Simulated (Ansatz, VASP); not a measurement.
## GaN in VASP and in Ansatz

File POSCAR:

```
GaN
1.0
    0.0000000000      2.1085152343      2.1296003866
    2.1085152343      0.0000000000      2.1296003866
    2.1085152343      2.1085152343      0.0000000000
Ga N
1 1
Direct
    0.0000000000      0.0000000000      0.0000000000
    0.5000000000      0.5000000000      0.5000000000
```

Contents of INCAR.step1:

```
PREC = Accurate
ENCUT = 520
ISMEAR = 0
SIGMA = 0.01
LREAL = False
LASPH = True
NELM = 60
NBANDS = 16
GGA = PE
ALGO = Normal
EDIFF = 1E-4
LWAVE = True
LCHARG = False
```

INCAR.step2

```
PREC = Accurate
ENCUT = 520
EDIFF = 1E-7
ISMEAR = 0
SIGMA = 0.01
LREAL = False
LASPH = True
NELM = 60
ALGO = Normal
ISIF = 2
LWAVE = False
LCHARG = False
METAGGA = R2SCAN
LMIXTAU = True
NBANDS = 16
ISTART = 1
```

File KPOINTS:

```
regular mesh
0
Gamma
  10 10 10
```

Input for Ansatz:

```yaml
crystal:
  lattice:
    - [0.0, 2.1085152343, 2.1296003866]
    - [2.1085152343, 0.0, 2.1296003866]
    - [2.1085152343, 2.1085152343, 0.0]
  atoms:
    - { symbol: Ga, position: [0.0, 0.0, 0.0] }
    - { symbol: "N", position: [0.5, 0.5, 0.5] }
kpoints:
  mp_grid: { grid: [10, 10, 10] }
  band_path:
    path:
      - [0.0, 0.0, 0.0]
      - [0.5, 0.0, 0.5]
      - [0.625, 0.25, 0.625]
      - [0.375, 0.375, 0.75]
      - [0.5, 0.5, 0.5]
      - [0.5, 0.25, 0.75]
      - [0.179687, 0.179688, 0.359375]
      - [0.0, 0.5, 0.5]
    npoints: 1
hamiltonian:
  xc: r2scan
scf:
  occupations: { method: fixed }
  n_extra_bands: 4
output:
  forces: true
  stress: true
  eigenvalues: true
```

Change from the starting cell: uniaxial_z strain +1.0%.

Alike in both runs: task single point; functional r2SCAN; k mesh 10 × 10 × 10; no spin polarisation.

```csv
,VASP,Ansatz
version,VASP 6.6.1,Ansatz 0.2.0
potentials or method,"VASP PAW PBE potentials, release 64 (Ga_d, N)","plane waves, PAW"
plane-wave cutoff (eV),520,500
occupations,"gaussian, width 0.01 eV",fixed
valence electrons in the cell,18,18
```

```csv
,VASP,Ansatz,Ansatz less VASP
gap on the k mesh at the Fermi level (eV),1.06,1.08,+0.023
pressure (GPa),-1.0,-2.4,-1.30
largest component of the traceless stress (GPa),1.24,1.14,-0.100
```

Caveats: the PAW data sets were made with another functional, which shifts forces and pressure a little (VASP). A k mesh can miss the band edges.
